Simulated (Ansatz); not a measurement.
A run of Ansatz 0.2.0 is set up as follows.

input.yaml

```yaml
crystal:
  lattice:
    - [1.474097, -4.79653, 0.0]
    - [1.474097, 4.79653, 0.0]
    - [0.0, 0.0, 10.235223]
  atoms:
    - { symbol: Ti, position: [0.866913, 0.133087, 0.583142] }
    - { symbol: Ti, position: [0.133087, 0.866913, 0.416858] }
    - { symbol: Ti, position: [0.866913, 0.133087, 0.916858] }
    - { symbol: Ti, position: [0.133087, 0.866913, 0.083142] }
    - { symbol: O, position: [0.5, 0.5, 0.5] }
    - { symbol: O, position: [0.5, 0.5, 0.0] }
    - { symbol: O, position: [0.934235, 0.065765, 0.75] }
    - { symbol: O, position: [0.065765, 0.934235, 0.25] }
    - { symbol: O, position: [0.7544, 0.2456, 0.102866] }
    - { symbol: O, position: [0.2456, 0.7544, 0.897134] }
    - { symbol: O, position: [0.2456, 0.7544, 0.602866] }
    - { symbol: O, position: [0.7544, 0.2456, 0.397134] }
hamiltonian:
  xc: pbe
  pseudopotentials: { kind: paw }
  dispersion: d3bj
kpoints:
  mp_grid: { grid: [9, 9, 3] }
scf:
  occupations: { method: fermi_dirac, width: 0.05 }
output:
  forces: true
  stress: true
  eigenvalues: true
relax:
  f_tol: 0.01
  max_steps: 40
  cell: { stress_tol: 0.05 }
```

Potentials or basis: Ansatz PAW.

Launch:

```sh
$ ansatz run input.yaml --threads 4 --pin off --max-ram 11264MiB --backend cpu --events-out ev --progress --plain --runs-dir out
```

Problem. What does it give for the space group after relaxing (to 0.05 Å)?

Solution. Cmcm (No. 63).

Problem. Estimate the relaxed volume.

Solution. 11.57 Å³/atom.

Problem. Estimate the relaxed cell.

Solution. a = 4.908 Å, b = 4.908 Å, c = 10.139 Å, α = 90.00°, β = 90.00°, γ = 145.36°.

Step by step:
| step | energy change (eV) | largest force (eV/Å) | volume (Å³) |
| --- | --- | --- | --- |
| 1 | 0.0000 | 0.1906 | 144.74 |
| 2 | -0.0830 | 0.1291 | 140.05 |
| 3 | -0.0928 | 0.0372 | 139.12 |
| 4 | -0.0931 | 0.0168 | 139.14 |
| 5 | -0.0932 | 0.0079 | 139.15 |
| 6 | -0.0748 | 0.0081 | 139.15 |
| 7 | -0.0765 | 0.0145 | 138.81 |
| 8 | -0.0767 | 0.0024 | 138.79 |
| 9 | -0.0753 | 0.0024 | 138.79 |

Caveat: odd divisions of the mesh miss points on the zone boundary, where band edges often lie, so the gap on the mesh can be too wide; the plane-wave basis is chosen anew once the cell has moved, so the energies of steps on either side of that aren't comparable; the pressure holds a Pulay correction of +0.7 GPa for the finite cutoff.
